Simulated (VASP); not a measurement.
# OH2 in VASP: a series of runs

The runs below take OH2 through single point, with RPBE, RPBE+D3(BJ).

All numbers are computed with VASP 6.6.1; they aren't measurements. Logs are shortened: lines on timing, memory, paths and dates and some standing lists are left out, and cuts for length are marked.

### Step 1. The structure

The cell holds a molecule in a box, 3 atoms: a = 12.015 Å, b = 12.515 Å, c = 13.015 Å, α = 90.00°, β = 90.00°, γ = 90.00°.

### Step 2. Single point, RPBE

Input file INCAR:

```
PREC = Accurate
ENCUT = 400
EDIFF = 1E-6
ISMEAR = 0
SIGMA = 0.01
LREAL = False
LASPH = True
NELM = 100
ALGO = Normal
ISIF = 2
LWAVE = False
LCHARG = False
GGA = RP
NBANDS = 11
ISYM = 0
```

Input file KPOINTS:

```
Automatic mesh
0
Gamma
  1 1 1
```

Input file POSCAR:

```
H2O                                     
1.0
   12.0145847441      0.0000000000      0.0000000000
    0.0000000000     12.5145847441      0.0000000000
    0.0000000000      0.0000000000     13.0145847441
  O               H             
     1     2
Selective dynamics
Direct
     0.5024678145000010    0.4982754151999984    0.5285342227999976   F   F   F
     0.4962411910127437    0.5675178108588655    0.4950717666901197   T   T   T
     0.5009411419766640    0.4469963100349058    0.4723833046146962   T   T   T
```

Potentials or basis: VASP PAW PBE potentials, release 64 (O, H).

Launch:

```
$ cat potpaw_PBE.64/O/POTCAR potpaw_PBE.64/H/POTCAR > POTCAR
$ mpirun -np 1 vasp_gam > vasp.out
```

OUTCAR:

```text
PREC = Accurate
   ENCUT = 400
   EDIFF = 1E-6
   ISMEAR = 0
   LREAL = False
   LASPH = True
   NELM = 100
   ISIF = 2
   GGA = RP
   ISYM = 0

 ion  position               nearest neighbor table
   1  0.502  0.498  0.529-   2 0.97   3 0.97
   2  0.496  0.568  0.495-   1 0.97
   3  0.501  0.447  0.472-   1 0.97

IMPORTANT INFORMATION: All symmetrisations will be switched off!
NOSYMM: (Re-)initialisation of all symmetry stuff for point group C_1.

----------------------------------------------------------------------------------------

                                     Primitive cell

  volume of cell :    1956.8409

  direct lattice vectors                    reciprocal lattice vectors
    12.014584744  0.000000000  0.000000000     0.083232173  0.000000000  0.000000000
     0.000000000 12.514584744  0.000000000     0.000000000  0.079906766  0.000000000
     0.000000000  0.000000000 13.014584744     0.000000000  0.000000000  0.076836873

  length of vectors
    12.014584744 12.514584744 13.014584744     0.083232173  0.079906766  0.076836873

  position of ions in fractional coordinates (direct lattice)
     0.502467815  0.498275415  0.528534223
     0.496241191  0.567517811  0.495071767
     0.500941142  0.446996310  0.472383305

  ion indices of the primitive-cell ions
   primitive index   ion index
                 1           1
                 2           2
                 3           3

----------------------------------------------------------------------------------------

 KPOINTS: Automatic mesh

Automatic generation of k-mesh.
 Grid dimensions read from file:
 generate k-points for:    1    1    1

 Generating k-lattice:

  Cartesian coordinates                     Fractional coordinates (reciprocal lattice)
     0.083232173  0.000000000  0.000000000     1.000000000  0.000000000  0.000000000
     0.000000000  0.079906766  0.000000000     0.000000000  1.000000000  0.000000000
     0.000000000  0.000000000  0.076836873     0.000000000  0.000000000  1.000000000

  Length of vectors
     0.083232173  0.079906766  0.076836873

  Shift w.r.t. Gamma in fractional coordinates (k-lattice)
     0.000000000  0.000000000  0.000000000

 Subroutine IBZKPT returns following result:
 ===========================================

 Found      1 irreducible k-points:

 Following reciprocal coordinates:
            Coordinates               Weight
  0.000000  0.000000  0.000000      1.000000
   k-points           NKPTS =      1   k-points in BZ     NKDIM =      1   number of bands    NBANDS=     11
   number of dos      NEDOS =    301   number of ions     NIONS =      3
   total plane-waves  NPLWV = 604800
   dimension x,y,z NGX =    80 NGY =   84 NGZ =   90
   dimension x,y,z NGXF=   160 NGYF=  168 NGZF=  180
   ions per type =               1   2
   NGX,Y,Z   is equivalent  to a cutoff of  11.07, 11.16, 11.50 a.u.
   NGXF,Y,Z  is equivalent  to a cutoff of  22.14, 22.32, 22.99 a.u.
 SYSTEM =  unknown system
   PREC   = accura    normal or accurate (medium, high low for compatibility)
   ISTART =      0    job   : 0-new  1-cont  2-samecut
   ICHARG =      2    charge: 1-file 2-atom 10-const
   ISPIN  =      1    spin polarized calculation?
   LNONCOLLINEAR =      F non collinear calculations
   LSORBIT =      F    spin-orbit coupling
   LASPH  =      T    aspherical Exc in radial PAW
   ENCUT  =  400.0 eV  29.40 Ry    5.42 a.u.  19.59 20.41 21.22*2*pi/ulx,y,z
   NELM   =    100;   NELMIN=  2; NELMDL= -5     # of ELM steps
   EDIFF  = 0.1E-05   stopping-criterion for ELM
   LREAL  =      F    real-space projection
   EDIFFG = 0.1E-04   stopping-criterion for IOM
   NSW    =      0    number of steps for IOM
   IBRION =     -1    ionic relax: 0-MD 1-quasi-New 2-CG
   NFREE  =      0    steps in history (QN), initial steepest desc. (CG)
   ISIF   =      2    stress and relaxation
   ISYM   =      0    0-nonsym 1-usesym 2-fastsym
   POTIM  = 0.5000    time-step for ionic-motion
   TEBEG  =    0.0;   TEEND  =   0.0 temperature during run
   PSTRESS=    0.0 pullay stress
   NELECT =       8.0000    total number of electrons
   NUPDOWN=      -1.0000    fix difference up-down
   EMIN   =  10.00;   EMAX   =-10.00  energy-range for DOS
   EFERMI =   0.00;   METHOD = LEGACY
   ISMEAR =     0;   SIGMA  =   0.01  broadening in eV -4-tet -1-fermi 0-gaus
   EFERMI_NEDOS =   21; number of points for ismear=-14 and -15
   IALGO  =     38    algorithm
   IMIX   =      4    mixing-type and parameters
     AMIX     =   0.40;   BMIX     =  1.00
     AMIX_MAG =   1.60;   BMIX_MAG =  1.00
  volume/ion in A,a.u.               =     652.28      4401.80
  Fermi-wavevector in a.u.,A,eV,Ry     =   0.261770  0.494673  0.932318  0.068523
  Thomas-Fermi vector in A             =   1.090972
   LORBIT       =      0    0 simple, 1 ext, 2 COOP (PROOUT), +10 PAW based schemes
   GGA     = RP    functional components
   LHFCALC =     F    Hartree Fock is set to
   AEXX    =    0.0000 exact exchange contribution
   IVDW    =     0    specifies the selected vdW correction
   LEPSILON=     F    determine dielectric tensor
   LRPA    =     F    only Hartree local field effects (RPA)
 non-spin polarized calculation
 Gauss-broadening in eV      SIGMA  =   0.01
  energy-cutoff  :      400.00
  volume of cell :     1956.84
 maximum number of plane-waves:     17783
 NGX is ok and might be reduce to    80
   NGX = 39   NGY = 41   NGZ = 43

 number of electron       8.0000007 magnetization

 Free energy of the ion-electron system (eV)
  ---------------------------------------------------
  ext. energy  EPLUGINS =         0.00000000
  ---------------------------------------------------
  free energy    TOTEN  =       -14.17160392 eV

  energy without entropy =      -14.17160392  energy(sigma->0) =      -14.17160392

 E-fermi :  -7.0769     XC(G=0):  -0.3227

 val. band max:       -7.1344378701   @ k =   0.0000   0.0000   0.0000
 cond. band min:      -1.0502894207   @ k =   0.0000   0.0000   0.0000
 fundamental gap:      6.0841484495
 Fermi energy:        -7.0768752441

 k-point     1 :       0.0000    0.0000    0.0000
  band No.  band energies     occupation
      1     -25.3002      2.00000
      2     -13.0231      2.00000
      3      -9.2164      2.00000
      4      -7.1344      2.00000
      5      -1.0503      0.00000
      6       0.1994      0.00000
      7       0.4154      0.00000
      8       0.6704      0.00000
      9       0.7468      0.00000
     10       0.8528      0.00000
     11       0.9110      0.00000

------------------------ aborting loop because EDIFF is reached ----------------------------------------

  FORCE on cell =-STRESS in cart. coord.  units (eV):
  Direction    XX          YY          ZZ          XY          YZ          ZX
  --------------------------------------------------------------------------------------
  -------------------------------------------------------------------------------------
  Total       -0.8556551     -0.7001341     -0.7529830     -0.0079609      0.0046534      0.0085918
  in kB       -0.7005736     -0.5732398     -0.6165101     -0.0065180      0.0038100      0.0070346
  external PRESSURE =      -0.6301078 kB  Pullay stress =       0.0000000 kB

 VOLUME and BASIS-vectors are now :
 -----------------------------------------------------------------------------
  energy-cutoff  :      400.00
  volume of cell :     1956.84
      direct lattice vectors                 reciprocal lattice vectors
    12.014584744  0.000000000  0.000000000     0.083232173  0.000000000  0.000000000
     0.000000000 12.514584744  0.000000000     0.000000000  0.079906766  0.000000000
     0.000000000  0.000000000 13.014584744     0.000000000  0.000000000  0.076836873

 POSITION                                       TOTAL-FORCE (eV/Angst)
 -----------------------------------------------------------------------------------
      6.03694      6.23571      6.87865         0.003494     -0.008381      0.039387
      5.96213      7.10225      6.44315        -0.001474     -0.000225     -0.021031
      6.01860      5.59397      6.14787        -0.002020      0.008606     -0.018356
 -----------------------------------------------------------------------------------
    total drift:                                0.000922     -0.000646     -0.000028

  FREE ENERGIE OF THE ION-ELECTRON SYSTEM (eV)
  ---------------------------------------------------
  free  energy   TOTEN  =       -14.1716039225 eV

  energy  without entropy=      -14.1716039225  energy(sigma->0) =      -14.17160392
```

Run time: 57 s. Hardware: 1 thread of Intel Xeon Platinum 8559C (Emerald Rapids), shared host; peak memory 1 GiB.

Results:

```yaml
Free_energy: -14.1716 eV
Largest_force: 0.040 eV/Å
Gap_between_the_frontier_levels: 6.08 eV
```

Forces in eV/Å, atoms in the order of the input:
```
O    0.003 -0.008  0.039
H   -0.001  0.000 -0.021
H   -0.002  0.009 -0.018
```

Caveat: the cutoff is under 1.25 times the usual one of these potentials, so pressure, stress and relaxed cells hold a basis-set (Pulay) error; the PAW data sets were made with another functional, which shifts forces and pressure a little.

### Step 3. Single point, RPBE+D3(BJ)

INCAR: that of step 2 with these lines changed.

```diff
@@ -13,2 +13,3 @@
 GGA = RP
+IVDW = 12
 NBANDS = 11
```

KPOINTS is that of step 2.

POSCAR is that of step 2.

Potentials or basis: VASP PAW PBE potentials, release 64 (O, H).

Launch:

```
$ cat potpaw_PBE.64/O/POTCAR potpaw_PBE.64/H/POTCAR > POTCAR
$ mpirun -np 1 vasp_gam > vasp.out
```

Run time: 58 s. Hardware: 1 thread of Intel Xeon Platinum 8559C (Emerald Rapids), shared host; peak memory 1 GiB.

Results (log left out):

```yaml
Free_energy: -14.2252 eV
Largest_force: 0.041 eV/Å
Gap_between_the_frontier_levels: 6.08 eV
Dispersion_energy_per_atom: -0.018 eV
```

Forces in eV/Å, atoms in the order of the input:
```
O    0.004 -0.008  0.040
H   -0.001 -0.002 -0.022
H   -0.002  0.011 -0.018
```

Levels at points of the mesh, in eV from the valence-band top:
```
           k point  band 2  band 3  band 4  band 5  band 6  band 7
(0.00, 0.00, 0.00)   -5.89   -2.08    0.00    6.08    7.33    7.55
```

Caveat: the cutoff is under 1.25 times the usual one of these potentials, so pressure, stress and relaxed cells hold a basis-set (Pulay) error; the PAW data sets were made with another functional, which shifts forces and pressure a little.
